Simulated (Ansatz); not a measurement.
# SiO2 (I4_122) in Ansatz: settings compared, part 2 of 2

Ansatz 0.2.0. The steps go on from the part before.

## Step 4: Single point, PBE

input.yaml reads:

```yaml
crystal:
  lattice:
    - [-2.837898, 2.837898, 5.66021]
    - [2.837898, -2.837898, 5.66021]
    - [2.837898, 2.837898, -5.66021]
  atoms:
    - { symbol: Si, position: [0.875, 0.263618, 0.888618] }
    - { symbol: Si, position: [0.013618, 0.625, 0.888618] }
    - { symbol: Si, position: [0.736382, 0.125, 0.111382] }
    - { symbol: Si, position: [0.375, 0.986382, 0.111382] }
    - { symbol: O, position: [0.633727, 0.133727, 0.5] }
    - { symbol: O, position: [0.467877, 0.967877, 0.935754] }
    - { symbol: O, position: [0.032123, 0.532123, 0.064246] }
    - { symbol: O, position: [0.116273, 0.116273, 0.0] }
    - { symbol: O, position: [0.883727, 0.883727, 0.0] }
    - { symbol: O, position: [0.866273, 0.366273, 0.5] }
    - { symbol: O, position: [0.282123, 0.717877, 0.0] }
    - { symbol: O, position: [0.717877, 0.282123, 0.0] }
hamiltonian:
  xc: pbe
  pseudopotentials: { kind: paw }
kpoints:
  mp_grid: { grid: [7, 7, 7] }
scf:
  occupations: { method: fermi_dirac, width: 0.05 }
basis:
  ecutwfc: "350 eV"
output:
  forces: true
  stress: true
  eigenvalues: true
```

Potentials or basis: Ansatz PAW.

On the command line:

```
$ ansatz run input.yaml --threads 4 --pin off --max-ram 11264MiB --backend cpu --events-out ev --progress --plain --runs-dir out
```

The program printed:

```text
Warning: basis.ecutwfc = 350 eV is below the records' recommended 420 eV, and the density's cutoff is lower with it unless basis.ecutrho_ratio is high enough to keep the records' density cutoff: compare with a run at a higher cutoff
Warning: RAYON_NUM_THREADS=4 ignored (pool sized by the plan → 4); use --threads N
Engine: ansatz 0.2.0, aarch64-unknown-linux-gnu
Pseudopotentials: kind: paw
Pseudopotential: Si, paw, valence charge 4, recommended cutoff 420 eV (normal), Si.paw.azcp
Pseudopotential: O, paw, valence charge 6, recommended cutoff 420 eV (normal), O.paw.azcp
Functional definition: PBE
  parameter kappa = 0.804
  parameter beta = 0.06672455060314922
  exchange = pbe_x(kappa = kappa, mu = beta*pi^2/3)
[... 49 lines left out ...]
  atom   2  Si    -0.00000000     0.00687576    -0.00000000
  atom   3  Si    -0.00000000    -0.00687576     0.00000000
  atom   4  Si    -0.00687576     0.00000000     0.00000000
  atom   5  O      0.00000000     0.00000000    -0.00515666
  atom   6  O      0.01630367     0.01630367     0.00000000
  atom   7  O     -0.01630367    -0.01630367     0.00000000
  atom   8  O      0.00000000    -0.00000000     0.00515666
  atom   9  O     -0.00000000     0.00000000    -0.00515666
  atom  10  O     -0.00000000    -0.00000000     0.00515666
  atom  11  O      0.01630367    -0.01630367     0.00000000
  atom  12  O     -0.01630367     0.01630367    -0.00000000
  max |Σ_I F_I| component: 1.73e-18 eV/Å
--- Stress (GPa, compression-positive) ---
       -0.066783       0.000000       0.000000
        0.000000      -0.066783      -0.000000
        0.000000      -0.000000      -0.356558
  P = ⅓ Tr σ = -0.1634 GPa (-1.634 kbar)
--- Band table (eV; the first three rows and the last of 40) ---
  k-point 0: bands = ["-18.3789", "-17.0915", "-16.8582", "-16.8582", "-16.5865", "-16.4453", "-16.3058", "-15.9344", "-7.4633", "-7.4633", "-5.8077", "-4.7042", "-4.7042", "-3.9426", "-3.9426", "-3.8834", "-2.6449", "-2.0431", "-1.6244", "-1.2690", "-1.2690", "-0.8672", "-0.8672", "-0.7442", "-0.4983", "-0.4983", "-0.2183", "-0.2029", "0.6121", "0.6121", "1.0361", "1.2730", "6.0991", "8.5341", "8.5702", "10.1560", "10.1560", "10.5038", "10.6899", "10.7294", "10.8295"]
  k-point 1: bands = ["-18.3257", "-17.1891", "-17.0003", "-16.8039", "-16.5008", "-16.4375", "-16.2496", "-15.9599", "-7.4380", "-7.3154", "-6.0263", "-4.7889", "-4.5544", "-3.9936", "-3.9465", "-3.8193", "-2.6065", "-2.0746", "-1.5816", "-1.3790", "-1.2509", "-1.0364", "-0.9062", "-0.6861", "-0.6584", "-0.4780", "-0.1892", "0.1441", "0.5015", "0.5456", "1.0204", "1.2172", "6.4152", "8.7015", "8.7802", "10.1113", "10.1848", "10.4495", "10.5292", "10.7095", "10.9404"]
  k-point 2: bands = ["-18.1778", "-17.3294", "-17.2578", "-16.7533", "-16.4331", "-16.3721", "-16.1301", "-16.0297", "-7.3652", "-6.8969", "-6.4038", "-5.0793", "-4.3319", "-4.0732", "-3.9345", "-3.7073", "-2.5433", "-2.2268", "-1.6635", "-1.5128", "-1.1511", "-1.1405", "-0.9679", "-0.6239", "-0.5884", "-0.3592", "-0.1729", "0.1789", "0.2870", "0.7121", "0.8102", "1.1850", "7.1778", "9.0340", "9.4109", "10.0042", "10.2414", "10.3027", "10.3605", "10.6558", "11.2408"]
  k-point 39: bands = ["-17.9144", "-17.8658", "-17.2824", "-16.4729", "-16.4456", "-16.3918", "-16.0203", "-16.0039", "-8.2777", "-6.6826", "-5.2978", "-4.8680", "-4.8478", "-4.5427", "-4.2389", "-3.2151", "-2.3976", "-2.3791", "-1.4421", "-1.2790", "-1.2159", "-1.0619", "-1.0063", "-0.7235", "-0.5836", "-0.4844", "0.0913", "0.2467", "0.3741", "0.7726", "0.8164", "0.8800", "7.7920", "7.8986", "9.1420", "9.2180", "9.2660", "10.1592", "10.1976", "10.3409", "10.5856"]
```

It took 5 s on 4 threads of Arm Neoverse V2, shared host; peak memory 0.52 GiB.

What came out:

* Free energy: -7093.9339 eV
* Pressure: -0.2 GPa
* Largest force: 0.023 eV/Å
* Band gap on the k mesh: 4.83 eV, direct

Forces on the atoms (eV/Å):
```
Si   0.007  0.000  0.000
Si   0.000  0.007  0.000
Si   0.000 -0.007  0.000
Si  -0.007  0.000  0.000
O    0.000  0.000 -0.005
O    0.016  0.016  0.000
O   -0.016 -0.016  0.000
O    0.000  0.000  0.005
O    0.000  0.000 -0.005
O    0.000  0.000  0.005
O    0.016 -0.016  0.000
O   -0.016  0.016  0.000
```

Caveat: odd divisions of the mesh miss points on the zone boundary, where band edges often lie, so the gap on the mesh can be too wide; the pressure holds a Pulay correction of +5.2 GPa for the finite cutoff; the cutoff lies under the one recommended for these potentials.

## Step 5: Single point, PBE

Edit input.yaml of step 4 so:

```diff
@@ -22,7 +22,5 @@
 kpoints:
-  mp_grid: { grid: [7, 7, 7] }
+  mp_grid: { grid: [5, 5, 5] }
 scf:
   occupations: { method: fermi_dirac, width: 0.05 }
-basis:
-  ecutwfc: "350 eV"
 output:
```

Potentials or basis: Ansatz PAW.

On the command line:

```
$ ansatz run input.yaml --threads 4 --pin off --max-ram 11264MiB --backend cpu --events-out ev --progress --plain --runs-dir out
```

The program printed:

```text
Warning: RAYON_NUM_THREADS=4 ignored (pool sized by the plan → 4); use --threads N
[... 2 set-up lines as earlier in the session ...]
[... 73 lines left out ...]
  k-point 0: bands = ["-18.3634", "-17.0745", "-16.8401", "-16.8401", "-16.5683", "-16.4263", "-16.2872", "-15.9148", "-7.4592", "-7.4592", "-5.8029", "-4.7023", "-4.7023", "-3.9392", "-3.9392", "-3.8774", "-2.6423", "-2.0438", "-1.6210", "-1.2680", "-1.2680", "-0.8685", "-0.8685", "-0.7436", "-0.4979", "-0.4979", "-0.2180", "-0.2028", "0.6112", "0.6112", "1.0332", "1.2772", "6.1125", "8.5386", "8.5731", "10.1596", "10.1596", "10.5066", "10.6978", "10.7314", "10.8380"]
  k-point 1: bands = ["-18.2608", "-17.2313", "-17.0804", "-16.7613", "-16.4393", "-16.4069", "-16.1850", "-15.9636", "-7.4086", "-7.1718", "-6.1720", "-4.8719", "-4.4549", "-4.0252", "-3.9397", "-3.7670", "-2.5770", "-2.1195", "-1.5490", "-1.4652", "-1.2213", "-1.1187", "-0.9305", "-0.6706", "-0.6428", "-0.4493", "-0.1757", "0.2270", "0.4210", "0.5715", "0.9720", "1.1923", "6.6996", "8.8208", "9.0051", "10.0758", "10.2144", "10.4174", "10.4243", "10.7133", "11.0494"]
  k-point 2: bands = ["-18.0070", "-17.4483", "-17.3862", "-16.7180", "-16.4030", "-16.2717", "-16.0829", "-16.0335", "-7.2893", "-6.6366", "-6.4262", "-5.4689", "-4.2145", "-4.1038", "-3.9094", "-3.6541", "-2.5065", "-2.3507", "-1.9222", "-1.4827", "-1.0948", "-1.0832", "-0.9497", "-0.5549", "-0.4899", "-0.2205", "-0.1241", "0.1288", "0.1418", "0.4880", "0.8204", "1.1956", "7.8222", "9.3523", "9.9071", "9.9881", "10.1807", "10.2728", "10.3337", "10.7107", "11.2073"]
  k-point 17: bands = ["-17.9121", "-17.8159", "-17.2850", "-16.4549", "-16.4075", "-16.3751", "-16.0202", "-15.9916", "-8.2062", "-6.6761", "-5.4715", "-4.8611", "-4.8131", "-4.4225", "-4.2260", "-3.2481", "-2.3977", "-2.3610", "-1.4959", "-1.2696", "-1.1985", "-1.0959", "-0.8984", "-0.7287", "-0.6838", "-0.5221", "0.0735", "0.3056", "0.3447", "0.7746", "0.8091", "0.9095", "7.8610", "8.0588", "9.0378", "9.2094", "9.3985", "10.1967", "10.2220", "10.4597", "10.6141"]
```

It took 2.6 s on 4 threads of Arm Neoverse V2, shared host; peak memory 0.51 GiB.

Results:

| Item | Value |
| --- | --- |
| Free energy | -7094.6325 eV |
| Pressure | -0.1 GPa |
| Largest force | 0.011 eV/Å |
| Band gap on the k mesh | 4.84 eV, direct |

Forces on the atoms (eV/Å):
```
Si   0.008  0.000  0.000
Si   0.000  0.008  0.000
Si   0.000 -0.008  0.000
Si  -0.008  0.000  0.000
O    0.000  0.000  0.000
O    0.008  0.008  0.000
O   -0.008 -0.008  0.000
O    0.000  0.000  0.000
O    0.000  0.000  0.000
O    0.000  0.000  0.000
O    0.008 -0.008  0.000
O   -0.008  0.008  0.000
```

Levels at points of the mesh, in eV from the valence-band top:
```csv
k point,band 30,band 31,band 32,band 33,band 34,band 35
"(0.00, 0.00, 0.00)",-0.67,-0.24,0.00,4.84,7.26,7.30
```

Caveat: odd divisions of the mesh miss points on the zone boundary, where band edges often lie, so the gap on the mesh can be too wide; the pressure holds a Pulay correction of +0.5 GPa for the finite cutoff. A k mesh can miss the band edges.

## Step 6: Overview

```csv
task,level,cell,k mesh,cutoff (eV),gap on the mesh (eV),pressure (GPa),relaxed volume (Å³/atom),largest force (eV/Å)
relaxation of cell and atoms,RPBE,relaxed,7 × 7 × 7,420,4.89,0.0,15.52,0.01
relaxation of cell and atoms,r2SCAN+D3(BJ),relaxed,7 × 7 × 7,500,5.58,0.0,14.59,-
single point,PBE,as given,7 × 7 × 7,350,4.83,-0.2,-,0.02
single point,PBE,as given,5 × 5 × 5,420,4.84,-0.1,-,0.01
```

Alike in all rows: potentials or basis Ansatz PAW; no spin polarisation; smearing fermi-dirac 0.05 eV.

Caveats: odd divisions of the mesh miss points on the zone boundary, where band edges often lie, so the gap on the mesh can be too wide; the plane-wave basis is chosen anew once the cell has moved, so the energies of steps on either side of that aren't comparable (some runs); the PAW data sets come from PBE, with cores solved anew for the run's functional, which leaves a small shift of forces and pressure (some runs); the dispersion damping was fitted for another functional or another form of the correction (some runs); the pressure holds a Pulay correction of +5.2 GPa for the finite cutoff (some runs); the cutoff lies under the one recommended for these potentials (some runs).

Total energies depend on the potentials used, so only differences within one code and one set of settings carry meaning.
